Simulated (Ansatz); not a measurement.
Harmonic frequencies (cm⁻¹) at PBE0-D4/def2-TZVP from Ansatz: 109, 164, 225, 491, 522, 632, 676, 821, 835, 1035, 1137, 1362, 1418, 1749, 1929, 1955, 2981, 3642.

Each molecule was computed in one conformer, which needn't be the lowest.

Task: Which molecule is it?
A. `C=[N][SbH][OH]`
B. `O=C[NH][SbH2]`
C. `[BH2][AlH][SbH2]`
D. `N=C(N)O`

Result: B.
